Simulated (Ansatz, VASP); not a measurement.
## One calculation of SnO2, two programs

Contents of INCAR:

```
SYSTEM = SnO2
PREC = Accurate
ENCUT = 520
EDIFF = 1E-6
ISMEAR = 0
SIGMA = 0.05
LREAL = .False.
LASPH = .True.
NELM = 100
ALGO = Normal
ISIF = 2
LWAVE = .False.
LCHARG = .True.
LELF = .True.
LVHAR = .True.
NBANDS = 35
```

File KPOINTS:

```
regular mesh
0
Gamma
  6 6 8
  0 0 0
```

Contents of POSCAR:

```
SnO2
1.0
    4.8626975673      0.0000000000      0.0000000000
    0.0000000000      4.8632134832      0.0000000000
    0.0000000000      0.0000000000      3.2851359508
Sn O
2 4
Direct
    0.5000000000      0.5000000000      0.5000000000
    0.0000000000      0.0000000000      0.0000000000
    0.3059920358      0.3580673078      0.0000000000
    0.8059920358      0.1419326922      0.5000000000
    0.1940079642      0.8580673078      0.5000000000
    0.6940079642      0.6419326922      0.0000000000
```

Input for Ansatz:

```yaml
crystal:
  lattice:
    - [4.8626975673, 0.0, 0.0]
    - [0.0, 4.8632134832, 0.0]
    - [0.0, 0.0, 3.2851359508]
  atoms:
    - { symbol: Sn, position: [0.5, 0.5, 0.5] }
    - { symbol: Sn, position: [0.0, 0.0, 0.0] }
    - { symbol: O, position: [0.3059920358, 0.3580673078, 0.0] }
    - { symbol: O, position: [0.8059920358, 0.1419326922, 0.5] }
    - { symbol: O, position: [0.1940079642, 0.8580673078, 0.5] }
    - { symbol: O, position: [0.6940079642, 0.6419326922, 0.0] }
basis:
  ecutwfc: 520.0
kpoints:
  mp_grid: { grid: [6, 6, 8] }
hamiltonian:
  xc: lda
  pseudopotentials: { kind: paw, azcp: { folder: soft_1 } }
scf:
  occupations: { method: gaussian, width: 0.05 }
output:
  forces: true
  stress: true
  eigenvalues: true
  write_density: true
  write_potential: true
  elf: true
  volumetric_format: npy
```

Alike in both runs: task single point; functional LDA; k mesh 6 × 6 × 8; occupations gaussian, width 0.05 eV; no spin polarisation.

|  | VASP | Ansatz |
| --- | --- | --- |
| version | VASP 6.6.1 | Ansatz 0.2.0 |
| potentials or method | VASP PAW LDA potentials, release 64 (Sn_d, O) | scalar-relativistic, plane waves, PAW |
| plane-wave cutoff (eV) | 520 | 520 |
| valence electrons in the cell | 52 | 52 |

VASP gave:

| Property | Result |
| --- | --- |
| gap on the k mesh at the Fermi level (eV) | 0.76 |
| least direct gap on the mesh (eV) | 0.78 |
| pressure (GPa) | -5.2 |
| largest component of the traceless stress (GPa) | 5.34 |
| rms of the force components (eV/Å) | 1.528 |

Q: Which values does Ansatz return?

A: gap on the k mesh at the Fermi level (eV): 0.75; least direct gap on the mesh (eV): 0.77; pressure (GPa): -6.3; largest component of the traceless stress (GPa): 5.73; rms of the force components (eV/Å): 1.483.

Atom by atom the forces differ by 0.046 eV/Å (rms over components). Ansatz warned: «pseudo_functional_mismatch».

Caveats: spin-orbit coupling is left out, which moves the levels of the heavy elements; forces of over 1 eV/Å show positions far from the minimum, so gaps and moduli don't describe the material at rest. A k mesh can miss the band edges.
